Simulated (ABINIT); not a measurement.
Sb, 1 atom in the cell. It takes space group I4/mmm (No. 139, tetragonal). Conventional cell: a = 3.153 Å, b = 3.153 Å, c = 5.424 Å, α = 90.00°, β = 90.00°, γ = 90.00°. Around Sb (site symmetry 4/mmm) lie 12 Sb at 3.15 to 3.51 Å. This isn't the form of Sb at room conditions, which is rhombohedral.

| Property | Result |
| --- | --- |
| Program | ABINIT 10.8.3 (patched build) |
| Task | single point |
| Functional | SCAN |
| Potentials or basis | JTH PAW PBE v2.0 |
| Cutoff | 517 eV |
| k mesh | 12 × 12 × 12 |
| Occupations | fermi-dirac, width 0.05 eV |
| Spin | no spin polarisation |
| Fine-grid cutoff | 1034.03 eV |

Potentials or basis: JTH PAW PBE v2.0.

The run is started by

```sh
$ abinit run.abi > log 2>&1
```

Hardware: 1 thread of Intel(R) Xeon(R) Platinum 8259CL CPU @ 2.50GHz (Skylake/Cascade Lake), on a shared host.

Estimate the wall time of this run.

Run time: 5.2 min on 1 thread of Intel(R) Xeon(R) Platinum 8259CL CPU @ 2.50GHz (Skylake/Cascade Lake), on a shared host, peak memory 0.16 GiB. Counts: scf iterations 12, mpi ranks 1, k points 163, bands 12, plane waves 738.
